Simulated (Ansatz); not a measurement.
The system is GaN.

```xyz
2
Lattice="0.0000 2.2535 2.2535 2.2535 0.0000 2.2535 2.2535 2.2535 0.0000" Properties=species:S:1:pos:R:3 pbc="T T T"
Ga    0.0000    0.0000    0.0000
N     1.1268    1.1268    1.1268
```

The cell is a database's computed one.

Program: Ansatz 0.2.0. Alike in all runs: task single point; level HSE(alpha, omega); potentials or basis all-electron PAW datasets made for the crystal; no spin polarisation; cell as given; k mesh 5 × 5 × 5; cutoff (eV) 490; smearing fermi-dirac 0.05 eV; the mesh is coarse, so values aren't converged.

Order these runs on this cell by their band gap on the k mesh, lowest first.
A. screening of exact exchange 0.1 1/A
B. screening of exact exchange 0.15 1/A
C. screening of exact exchange 0.3 1/A
D. screening of exact exchange 0.4 1/A

D (2.59 eV), C (2.78 eV), B (3.15 eV), A (3.32 eV).

Caveats: all runs use coarse meshes.
